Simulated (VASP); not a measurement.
Input of a VASP 6.6.1 run:

Contents of INCAR:

```
PREC = Accurate ; ENCUT = 520
EDIFF = 1E-7 ; ISMEAR = 0
SIGMA = 0.1 ; LREAL = False
LASPH = True ; NELM = 100
ALGO = Fast ; ISIF = 2
LWAVE = False ; LCHARG = False
GGA = PE ; NBANDS = 29
```

File KPOINTS:

```
regular mesh
0
Gamma
  6 6 6
```

The input POSCAR:

```
TiSi2
1.0
    1.7651050250     -6.7592815350      0.0000000000
    1.7651050250      6.7592815350      0.0000000000
    0.0000000000      0.0000000000      3.5651739700
Ti Si
2 4
Direct
    0.8968819200      0.1031180800      0.7500000000
    0.1031180800      0.8968819200      0.2500000000
    0.5582514500      0.4417485500      0.7500000000
    0.4417485500      0.5582514500      0.2500000000
    0.2496851800      0.7503148200      0.7500000000
    0.7503148200      0.2496851800      0.2500000000
```

Potentials or basis: VASP PAW PBE potentials, release 64 (Ti_sv, Si).

Run with:

```console
$ cat potpaw_PBE.64/Ti_sv/POTCAR potpaw_PBE.64/Si/POTCAR > POTCAR
$ mpirun -np 1 vasp_std > vasp.out
```

Estimate the pressure.

1.9 GPa.

Estimate the largest force.

0.207 eV/Å.

Estimate the band gap on the k mesh.

none (metal or under the smearing width).

Forces on the atoms (eV/Å):
```
Ti   0.000 -0.034  0.000
Ti   0.000  0.034  0.000
Si   0.000 -0.207  0.000
Si   0.000  0.207  0.000
Si   0.000  0.040  0.000
Si   0.000 -0.040  0.000
```
